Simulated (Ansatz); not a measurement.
# fcc Au(100) / fcc Cu(100) interface: transmission and 2AR

How much resistance does one fcc Au(100) / fcc Cu(100) interface add to a current across the layers?

Calculated with Ansatz 0.2.0; Ansatz plane-wave DFT, PBE, PAW files; ballistic transport by layer matching (Landauer), zero bias; PAW set soft_1, in the first sound run; inputs show where later runs differ.

Report form: the programs' logs are mostly left out.

### Step 1. Starting point

The cell holds 20 atoms: 10 Au and 10 Cu. Cell: a = 2.720 Å, b = 2.720 Å, c = 38.885 Å, α = 90.0°, β = 90.0°, γ = 90.0°. It derives from Au and Cu. Regions: Au, 10 atoms (10 Au); Cu, 10 atoms (10 Cu). The structure's axis is c.

### Step 2. Transmission: PBE

Both metals share one in-plane lattice, the mean of the two, each at its own atomic volume. The two leads are named in the middle of each metal, so that only one of the cell's two interfaces is crossed. The mesh across the current, 46×46, is finer than the density's, because channels open and close sharply across the zone. Energies from -0.27 to 0.27 eV in steps of 0.036 eV cover the slope of the Fermi function at 300 K, so the program can form a conductance.

File input.yaml:

```yaml
crystal:
  lattice:
    - [2.71996048, 0.0, 0.0]
    - [0.0, 2.71996048, 0.0]
    - [0.0, 0.0, 38.8845442776]
  atoms:
    - { symbol: Au, position: [0.0, 0.0, 0.0257171588] }
    - { symbol: Au, position: [0.5, 0.5, 0.0846638377] }
    - { symbol: Au, position: [0.0, 0.0, 0.1436105167] }
    - { symbol: Au, position: [0.5, 0.5, 0.2025571956] }
    - { symbol: Au, position: [0.0, 0.0, 0.2615038745] }
    - { symbol: Au, position: [0.5, 0.5, 0.3204505535] }
    - { symbol: Au, position: [0.0, 0.0, 0.3793972324] }
    - { symbol: Au, position: [0.5, 0.5, 0.4383439113] }
    - { symbol: Au, position: [0.0, 0.0, 0.4972905903] }
    - { symbol: Au, position: [0.5, 0.5, 0.5562372692] }
    - { symbol: Cu, position: [0.0, 0.0, 0.6062372692] }
    - { symbol: Cu, position: [0.5, 0.5, 0.6472905903] }
    - { symbol: Cu, position: [0.0, 0.0, 0.6883439113] }
    - { symbol: Cu, position: [0.5, 0.5, 0.7293972324] }
    - { symbol: Cu, position: [0.0, 0.0, 0.7704505535] }
    - { symbol: Cu, position: [0.5, 0.5, 0.8115038745] }
    - { symbol: Cu, position: [0.0, 0.0, 0.8525571956] }
    - { symbol: Cu, position: [0.5, 0.5, 0.8936105167] }
    - { symbol: Cu, position: [0.0, 0.0, 0.9346638377] }
    - { symbol: Cu, position: [0.5, 0.5, 0.9757171588] }
kpoints:
  mp_grid: { grid: [14, 14, 1] }
hamiltonian:
  xc: pbe
  pseudopotentials: { kind: paw, azcp: { folder: soft_1 } }
scf:
  occupations: { method: fermi_dirac, width: 0.1 }
output:
  transmission:
    leads: [[4, 5], [14, 15]]
    kmesh: [46, 46]
    e_range: [-0.27, 0.27]
    de: 0.036
  write_potential: true
  write_density: true
  volumetric_format: npy
  elf: true
```

Launch:

```console
$ ansatz run input.yaml --threads 4 --pin off --max-ram 15360MiB --backend cpu --events-out ev --progress --plain --runs-dir out
```

Wall time 3.7 min (4 threads of Arm Neoverse V1, shared host); peak memory 2.5 GiB.

Numbers from this step:

- free energy: -197763.0599 eV
- energy at zero smearing: -197762.9661 eV
- Fermi energy: 18.94 eV
- cell area: 7.398 Å²
- step of the lead's potential: 4.1 meV
- ballistic conductance of the lead: 8.91e14 S/m²
- estimated errors of the lead's conductance: 0, 2, 0.1 % (band edges, k-mesh, distance from neutral)
- lead conductance per cell: 0.8507 G₀
- step of the upper lead's potential: 1.2 meV
- ballistic conductance of the upper lead: 1.11e15 S/m²
- conductance of the junction: 8.04e14 S/m²
- junction conductance per cell: 0.7673 G₀
- estimated errors of the junction's conductance: 0, 0.1, 1.6, 0.1, 0.1 % (energy step, band edges, k-mesh, leads' steps, distance from neutral)
- area resistance that the stack adds (contact term taken off, spin by spin): 0.2315 fΩ m²

Per spin. The transmission, zone mean by energy, zero at the Fermi level:

| energy (eV) | transmission, zone mean |
| --- | --- |
| -0.270 | 0.760 |
| -0.234 | 0.759 |
| -0.198 | 0.771 |
| -0.162 | 0.768 |
| -0.126 | 0.769 |
| -0.090 | 0.765 |
| -0.054 | 0.764 |
| -0.018 | 0.768 |
| 0.018 | 0.765 |
| 0.054 | 0.771 |
| 0.090 | 0.774 |
| 0.126 | 0.774 |
| 0.162 | 0.771 |
| 0.198 | 0.768 |
| 0.234 | 0.765 |
| 0.270 | 0.770 |

Per spin. Table of open channels, zone mean by energy, zero at the Fermi level:

| energy (eV) | lead | upper lead |
| --- | --- | --- |
| -0.270 | 0.839 | 1.03 |
| -0.234 | 0.830 | 1.03 |
| -0.198 | 0.845 | 1.03 |
| -0.162 | 0.841 | 1.05 |
| -0.126 | 0.841 | 1.04 |
| -0.090 | 0.845 | 1.03 |
| -0.054 | 0.839 | 1.05 |
| -0.018 | 0.851 | 1.06 |
| 0.018 | 0.849 | 1.06 |
| 0.054 | 0.860 | 1.06 |
| 0.090 | 0.864 | 1.07 |
| 0.126 | 0.866 | 1.08 |
| 0.162 | 0.870 | 1.08 |
| 0.198 | 0.873 | 1.08 |
| 0.234 | 0.860 | 1.08 |
| 0.270 | 0.871 | 1.08 |

Transmission over k1 and k2. At -0.0180 eV from the Fermi level (the log's summary may quote the solved energy on the other side of it).

Ten even steps from '_' (0.000) to '@' (0.998), each cell a mean:
```
__________________..++++++::______==++++==__________________
______--**@@@@@@@@@@@@@@@@@@@@@@@@@@@@@@@@@@@@@@@@%%++::____
____==@@@@@@@@@@@@@@@@@@@@@@@@@@@@@@@@@@@@@@@@@@@@@@@@@@____
____%%@@@@@@@@@@@@@@@@@@@@@@@@@@@@@@@@@@@@@@@@@@@@@@@@@@++__
____@@@@@@@@@@@@@@@@@@@@@@@@@@@@@@@@@@@@@@@@@@@@@@@@@@@@**__
____@@@@@@@@@@@@@@@@@@@@@@@@@@@@@@@@@@@@@@@@@@@@@@@@@@@@**__
__::@@@@@@@@@@@@@@@@@@@@@@@@@@@@@@@@@@@@@@@@@@@@@@@@@@@@##__
__**@@@@@@@@@@@@@@@@@@@@@@@@@@@@@@@@@@@@@@@@@@@@@@@@@@@@@@--
__**@@@@@@@@@@@@@@@@@@@@@@@@@@@@@@@@@@@@@@@@@@@@@@@@@@@@@@--
__--@@@@@@@@@@@@@@@@@@@@@@##==--==@@@@@@@@@@@@@@@@@@@@@@##..
____@@@@@@@@@@@@@@@@@@@@@@==______##@@@@@@@@@@@@@@@@@@@@**__
____@@@@@@@@@@@@@@@@@@@@@@++______%%@@@@@@@@@@@@@@@@@@@@**__
__++@@@@@@@@@@@@@@@@@@@@@@@@%%##%%@@@@@@@@@@@@@@@@@@@@@@@@::
__**@@@@@@@@@@@@@@@@@@@@@@@@@@@@@@@@@@@@@@@@@@@@@@@@@@@@@@--
__++@@@@@@@@@@@@@@@@@@@@@@@@@@@@@@@@@@@@@@@@@@@@@@@@@@@@@@::
____@@@@@@@@@@@@@@@@@@@@@@@@@@@@@@@@@@@@@@@@@@@@@@@@@@@@**__
____@@@@@@@@@@@@@@@@@@@@@@@@@@@@@@@@@@@@@@@@@@@@@@@@@@@@**__
____@@@@@@@@@@@@@@@@@@@@@@@@@@@@@@@@@@@@@@@@@@@@@@@@@@@@**__
____**@@@@@@@@@@@@@@@@@@@@@@@@@@@@@@@@@@@@@@@@@@@@@@@@@@--__
____::%%@@@@@@@@@@@@@@@@@@@@@@@@@@@@@@@@@@@@@@@@@@@@@@**____
________::==++++++**@@@@@@##++++++@@@@@@@@++++++++==..______
____________________________________________________________
```
Columns: k1 (b1) from -0.5 to 0.478; rows upwards: k2 (b2) from -0.5 to 0.478.

Open channels over k1 and k2. At -0.0180 eV from the Fermi level (the log's summary may quote the solved energy on the other side of it).

Values, 12 rows by 16 columns, each cell a mean:
```
0.00 0.06 0.36 0.48 0.48 0.68 0.94 1.26 1.26 1.12 0.74 0.51 0.48 0.46 0.13 0.00
0.00 0.74 1.00 1.00 1.00 1.00 1.00 1.00 1.00 1.00 1.00 1.00 1.00 1.00 0.96 0.13
0.00 0.96 1.00 1.00 1.00 1.00 1.00 1.00 1.00 1.00 1.00 1.00 1.00 1.00 1.00 0.30
0.11 0.97 1.00 1.00 1.00 1.00 1.00 1.00 1.00 1.00 1.00 1.00 1.00 1.00 1.00 0.43
0.73 1.00 1.00 1.00 1.00 1.00 1.00 1.00 1.00 1.00 1.00 1.00 1.00 1.00 1.00 0.86
1.70 1.00 1.00 1.00 1.00 1.00 1.00 0.46 0.22 0.97 1.00 1.00 1.00 1.00 1.00 1.35
1.70 1.00 1.00 1.00 1.00 1.00 1.00 0.64 0.48 0.98 1.00 1.00 1.00 1.00 1.00 1.35
0.36 1.00 1.00 1.00 1.00 1.00 1.00 1.00 1.00 1.00 1.00 1.00 1.00 1.00 1.00 0.68
0.03 0.96 1.00 1.00 1.00 1.00 1.00 1.00 1.00 1.00 1.00 1.00 1.00 1.00 1.00 0.33
0.00 0.96 1.00 1.00 1.00 1.00 1.00 1.00 1.00 1.00 1.00 1.00 1.00 1.00 1.00 0.30
0.00 0.55 0.98 1.00 1.00 1.00 1.00 1.00 1.00 1.00 1.00 1.00 1.00 1.00 0.83 0.05
0.00 0.00 0.12 0.22 0.22 0.42 0.89 1.52 1.52 1.25 0.48 0.25 0.22 0.20 0.00 0.00
```
Columns: k1 (b1) from -0.5 to 0.478; rows upwards: k2 (b2) from -0.5 to 0.478.

Valence density in the ca plane at fractional y = 0.000, with atoms of Au and Cu within 0.2 Å of it. It is the smooth field of the valence electrons, not physical close to the nuclei.

Ten steps, logarithmic in the rise over the least value, from '0' (0 e/Å³) to '9' (55 e/Å³), each cell a mean:
```
66410000001466531000000488510001488410001587
54310000000245420000000144200000244200000244
22100000000122100000000011000000011000000011
00000000000000000000000000000000000000000000
11000000000011100000000000000000000000000000
43200000000134310000000122100000122100000122
65410000001356530000000367410001376300001476
76520000001467641000001599610001599510002799
```
Columns run along c (16.0 Å, from fractional 0.38 to 0.79 of the cell), rows up along a (2.7 Å). Atoms in or near the plane, at fractional coordinates: Au at (0.38, 0.00), Au at (0.50, 0.00), Cu at (0.61, 0.00), Cu at (0.69, 0.00), Cu at (0.77, 0.00).

Electrostatic potential energy in the ca plane at fractional y = 0.000, with atoms of Au and Cu within 0.2 Å of it. With pseudopotentials it is smooth inside the atoms' cores, unlike the true potential.

Values in eV, 5 rows by 16 columns, each cell a mean:
```
-26  14  21  18 -21 -12  20  21  -8 -24  20   3 -32  16  13 -34
  2  19  19  20   5  10  20  19  15  11  20  18   9  20  19   8
 15  20  18  20  16  18  20  18  20  19  20  20  19  20  20  19
-10  18  20  20  -5   1  20  20   8   0  20  14  -5  19  18  -6
-29  12  21  18 -24 -16  20  21 -14 -32  19  -1 -40  14  10 -42
```
Columns run along c (16.0 Å, from fractional 0.38 to 0.79 of the cell; values clipped at the 3rd and 97th percentile), rows up along a (2.7 Å). Atoms in or near the plane, at fractional coordinates: Au at (0.38, 0.00), Au at (0.50, 0.00), Cu at (0.61, 0.00), Cu at (0.69, 0.00), Cu at (0.77, 0.00).

ELF in the ca plane at fractional y = 0.000, with atoms of Au and Cu within 0.2 Å of it. It is the smooth field of the valence electrons, not physical close to the nuclei.

Values, 5 rows by 16 columns, each cell a mean:
```
0.57 0.26 0.15 0.21 0.54 0.46 0.17 0.17 0.18 0.25 0.23 0.18 0.28 0.20 0.19 0.28
0.35 0.20 0.21 0.20 0.32 0.29 0.20 0.23 0.18 0.19 0.26 0.23 0.17 0.25 0.24 0.17
0.25 0.20 0.23 0.20 0.24 0.23 0.21 0.24 0.21 0.23 0.26 0.27 0.22 0.27 0.27 0.22
0.43 0.22 0.19 0.20 0.40 0.35 0.19 0.21 0.16 0.17 0.25 0.20 0.16 0.23 0.22 0.16
0.65 0.27 0.13 0.21 0.60 0.51 0.17 0.15 0.22 0.36 0.21 0.17 0.42 0.20 0.18 0.42
```
Columns run along c (16.0 Å, from fractional 0.38 to 0.79 of the cell), rows up along a (2.7 Å). Atoms in or near the plane, at fractional coordinates: Au at (0.38, 0.00), Au at (0.50, 0.00), Cu at (0.61, 0.00), Cu at (0.69, 0.00), Cu at (0.77, 0.00).

The larger of the two leads' potential steps is 4.1 meV from period to period, small in itself. The program estimates the junction's conductance to 1.6 % from the k-mesh, 0.1 % from the leads' distance from neutral and 0.1 % from their steps.

### Step 3. Resistance: PBE

This step: Ansatz plane-wave DFT, PBE, PAW files; ballistic transport by layer matching (Landauer), zero bias; specific resistance of one interface, 1/T less the mean of the leads' 1/N; PAW set soft_1 (Ansatz 0.2.0).

Numbers from this step:

```yaml
area_resistance: 0.2308 fΩ m²
t_over_the_leads_mean_channel_count: 0.8050
twice_the_interface_resistance_2ar_or_2ar_star_for_magnets: 0.4617 fΩ m²
```

Twice the interface resistance is 0.462 fΩ m² here.

By hand, with T and the leads' channels N averaged over the energies near the Fermi level: RA = A (h/2e²)(1/T − ½[1/N₁ + 1/N₂]) = 7.398×10⁻²⁰ m² × 12 906 Ω × (1/0.7671 − ½[1/0.8497 + 1/1.056]) = 0.231 fΩ m².

### Step 4. Transmission: PBE, coarse mesh, least span asked of the mesh across the current 40 Å

The same cell on a mesh a third as fine shows what a quick run would give. To save time only the energies from -0.06 to 0.06 eV are solved. The mesh is 16×16 and the cutoff, the files' own for this level, 420 eV.

This step: Ansatz plane-wave DFT, PBE, PAW files; ballistic transport by layer matching (Landauer), zero bias; PAW set soft_1 (Ansatz 0.2.0).

Edit input.yaml of step 2 so:

```diff
@@ -36,5 +36,5 @@
     leads: [[4, 5], [14, 15]]
-    kmesh: [46, 46]
-    e_range: [-0.27, 0.27]
-    de: 0.036
+    kmesh: [16, 16]
+    e_range: [-0.06, 0.06]
+    de: 0.04
   write_potential: true
@@ -42,2 +42 @@
   volumetric_format: npy
-  elf: true
```

It took 87 s on 4 threads; peak memory 2.5 GiB.

The run finished; it serves as a test, and its numbers are not taken as the result.

### Step 5. Resistance: PBE, coarse mesh

This step: Ansatz plane-wave DFT, PBE, PAW files; ballistic transport by layer matching (Landauer), zero bias; specific resistance of one interface, 1/T less the mean of the leads' 1/N; PAW set soft_1 (Ansatz 0.2.0).

This step gave:

```
area resistance                                           : 0.2153 fΩ m²
T over the leads' mean channel count                      : 0.8105
twice the interface resistance (2AR, or 2AR* for magnets) : 0.4305 fΩ m²
```

Twice the interface resistance is 0.431 fΩ m² here, against 0.462 in the first run; 81.1 % of the two leads' mean channel count pass, 80.5 % before.

### Step 6. Transmission: LDA

The functional changes to LDA at the same atoms, which shifts d bands against the Fermi level. To save time only the energies from -0.06 to 0.06 eV are solved. The mesh is 46×46 and the cutoff, the files' own for this level, 420 eV.

This step: Ansatz plane-wave DFT, LDA, PAW files; ballistic transport by layer matching (Landauer), zero bias; PAW set soft_1 (Ansatz 0.2.0).

Edit input.yaml of step 4 so:

```diff
@@ -29,4 +29,4 @@
 hamiltonian:
-  xc: pbe
-  pseudopotentials: { kind: paw, azcp: { folder: soft_1 } }
+  xc: lda
+  pseudopotentials: { kind: paw, azcp: { folder: soft_1 }, xc_functional: pbe }
 scf:
@@ -36,3 +36,3 @@
     leads: [[4, 5], [14, 15]]
-    kmesh: [16, 16]
+    kmesh: [46, 46]
     e_range: [-0.06, 0.06]
```

Run time: 2.3 min. Hardware: 4 threads; peak memory 2.5 GiB.

Numbers from this step:

```
free energy                        : -194220.1799 eV
energy at zero smearing            : -194220.0861 eV
Fermi energy                       : 18.51 eV
step of the lead's potential       : 4 meV
step of the upper lead's potential : 1.3 meV
```

Per spin. Transmission, zone mean against energy, zero at the Fermi level:

| energy (eV) | transmission, zone mean |
| --- | --- |
| -0.0600 | 0.765 |
| -0.0200 | 0.765 |
| 0.0200 | 0.766 |
| 0.0600 | 0.771 |

Over the solved energies the transmission per spin lies between 0.765 and 0.771, out of 0.851 channels of the lead on average (up to 0.860).

### Step 7. Resistance: LDA

This step: Ansatz plane-wave DFT, LDA, PAW files; ballistic transport by layer matching (Landauer), zero bias; specific resistance of one interface, 1/T less the mean of the leads' 1/N; PAW set soft_1 (Ansatz 0.2.0).

This step gave:

```
area resistance                                           : 0.2338 fΩ m²
T over the leads' mean channel count                      : 0.8027
twice the interface resistance (2AR, or 2AR* for magnets) : 0.4675 fΩ m²
```

Twice the interface resistance is 0.468 fΩ m² here, against 0.462 in the first run; 80.3 % of the two leads' mean channel count pass, 80.5 % before.

### Step 8. Transmission: r2SCAN, cutoff 500 eV

The same with r2SCAN, the dearer rung. To save time only the energies from -0.06 to 0.06 eV are solved. The mesh is 46×46 and the cutoff, the files' own for this level, 500 eV.

This step: Ansatz plane-wave DFT, r2SCAN, PAW files; ballistic transport by layer matching (Landauer), zero bias; PAW set soft_1 (Ansatz 0.2.0).

Edit input.yaml of step 6 so:

```diff
@@ -29,4 +29,4 @@
 hamiltonian:
-  xc: lda
-  pseudopotentials: { kind: paw, azcp: { folder: soft_1 }, xc_functional: pbe }
+  xc: r2scan
+  pseudopotentials: { kind: paw, azcp: { folder: soft_1 } }
 scf:
```

Elapsed: 4 min, on 4 threads; peak memory 3.4 GiB; 16 min of CPU time.

This step gave:

| Quantity | Value |
| --- | --- |
| free energy | -197963.2473 eV |
| energy at zero smearing | -197963.1582 eV |
| Fermi energy | 18.78 eV |
| step of the lead's potential | 4.8 meV |
| step of the upper lead's potential | 1.1 meV |

Per spin. The transmission, zone mean by energy, zero at the Fermi level:

| energy (eV) | transmission, zone mean |
| --- | --- |
| -0.0600 | 0.767 |
| -0.0200 | 0.768 |
| 0.0200 | 0.769 |
| 0.0600 | 0.770 |

Over the solved energies the transmission per spin lies between 0.767 and 0.770, out of 0.850 channels of the lead on average (up to 0.854).

### Step 9. Resistance: r2SCAN

This step: Ansatz plane-wave DFT, r2SCAN, PAW files; ballistic transport by layer matching (Landauer), zero bias; specific resistance of one interface, 1/T less the mean of the leads' 1/N; PAW set soft_1 (Ansatz 0.2.0).

Numbers from this step:

```
area resistance                                           : 0.2271 fΩ m²
T over the leads' mean channel count                      : 0.8081
twice the interface resistance (2AR, or 2AR* for magnets) : 0.4542 fΩ m²
```

Twice the interface resistance is 0.454 fΩ m² here, against 0.462 in the first run; 80.8 % of the two leads' mean channel count pass, 80.5 % before.

[end of part 1 of 2]

[Logs are printed without paths, hosts, clocks, repeated set-up lines and the standing remarks that a program may print on its own settings, such as how far it seeks lower states.]

[Hosts, paths, dates, database ids (printed as entryN), source tags and the programs' standing remarks are cut or masked in the printed files.]
